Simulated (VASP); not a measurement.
Zr, 2 atoms in the cell. It takes space group P6_3/mmc (No. 194, hexagonal). Conventional cell: a = 3.232 Å, b = 3.232 Å, c = 5.147 Å, α = 90.00°, β = 90.00°, γ = 120.00°. Around Zr (site symmetry -6m2) lie 12 Zr at 3.18 to 3.23 Å. 

```yaml
Program: VASP 6.6.1
Task: relaxation of cell and atoms
Functional: PBE
Potentials_or_basis: VASP PAW PBE potentials, release 64 (Zr_sv)
Cutoff: 600 eV
k_mesh: 15 × 15 × 7
Occupations: methfessel-paxton, width 0.1 eV
Spin: no spin polarisation
Further_INCAR_settings: ALGO = Normal; EDIFF = 1e-06; IBRION = 2; EDIFFG = -0.01; NSW = 90; ISIF = 3
```

Potentials or basis: VASP PAW PBE potentials, release 64 (Zr_sv).

Launch:

```sh
$ cat potpaw_PBE.64/Zr_sv/POTCAR > POTCAR
$ mpirun -np 2 vasp_std > vasp.out
```

Hardware: 2 MPI ranks on Intel(R) Xeon(R) Platinum 8259CL CPU @ 2.50GHz (Skylake/Cascade Lake), with other jobs on the host.

Task: How long does it take, and how much memory?

Result: Run time: 110 s on 2 MPI ranks on Intel(R) Xeon(R) Platinum 8259CL CPU @ 2.50GHz (Skylake/Cascade Lake), on a shared host, peak memory 0.23 GiB a rank. Counts: scf iterations 33, k points 108, ion steps 4.
